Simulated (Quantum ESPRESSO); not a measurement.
Crystal: NaCl.

```xyz
2
Lattice="0.0000 2.7941 2.7941 2.7941 0.0000 2.7941 2.7941 2.7941 0.0000" Properties=species:S:1:pos:R:3 pbc="T T T"
Cl    2.7941    2.7941    2.7941
Na    0.0000    0.0000    0.0000
```

The cell is a database's computed one.

Base run:

* Program: Quantum ESPRESSO 7.5
* Functional: LDA
* Potentials or basis: PseudoDojo 0.4.1 SR LDA standard
* Cutoff: 1197 eV
* Density cutoff: 4789 eV
* k mesh: 8 × 8 × 8
* Occupations: fermi-dirac, width 0.05 eV
* Spin: no spin polarisation

Its results: band gap on the k mesh 4.80 eV, direct; pressure -1.8 GPa.

Q: The run is repeated on the same cell with these changes: functional from LDA to PBE; potentials or basis from PseudoDojo 0.4.1 SR LDA standard to PseudoDojo 0.4.1 SR PBE standard. What comes out?

A: Band gap on the k mesh 5.22 eV, direct; pressure 1.6 GPa.
